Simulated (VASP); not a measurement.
VASP inputs for Si (strained diamond)

INCAR

```
SIGMA = 0.01
LELF = .TRUE.
LREAL = .FALSE.
ALGO = Normal
LASPH = .TRUE.
NELM = 120
LWAVE = .FALSE.
NBANDS = 11
NSW = 0
PREC = Accurate
ENCUT = 520
IBRION = -1
ISIF = 2
EDIFF = 1E-7
METAGGA = R2SCAN
ISMEAR = 0
LCHARG = .TRUE.
```

KPOINTS

```
KPOINTS created by Atomic Simulation Environment
0
Gamma
8 8 8
0 0 0
```

KPOINTS_OPT

```
special points
7
Reciprocal
0.0000000000 0.0000000000 0.0000000000 1
0.5000000000 0.0000000000 0.5000000000 1
0.6250000000 0.2500000000 0.6250000000 1
0.3750000000 0.3750000000 0.7500000000 1
0.5000000000 0.5000000000 0.5000000000 1
0.5000000000 0.2500000000 0.7500000000 1
0.0000000000 0.4192710000 0.4192710000 1
```

POSCAR

```
Si
 1.0000000000000000
     0.0000000000000000    2.6948977067000000    2.7414422942000001
     2.6948977067000000    0.0000000000000000    2.7414422942000001
     2.6948977067000000    2.6948977067000000    0.0000000000000000
 Si
   2
Cartesian
  0.0000000000000000  0.0000000000000000  0.0000000000000000
  1.3474488533500000  1.3474488533500000  1.3707211471000000
```

VASP ran with the recommended PBE PAW datasets (8 valence electrons in the cell).

What does this run give?

gap between bands v and c 0.66 eV; least direct gap 2.70 eV; pressure 1.1 GPa.

Band v is the last that the valence electrons fill when counted band by band, and c is the next. Levels in eV from the top of v:

```csv
point,v−1,v,c,c+1
Γ,0.00,0.00,2.70,2.70
X,-3.12,-3.12,0.82,0.82
K,-4.57,-2.52,1.49,4.59
L,-1.41,-1.23,1.85,3.49
W,-4.09,-4.09,4.62,4.62
```
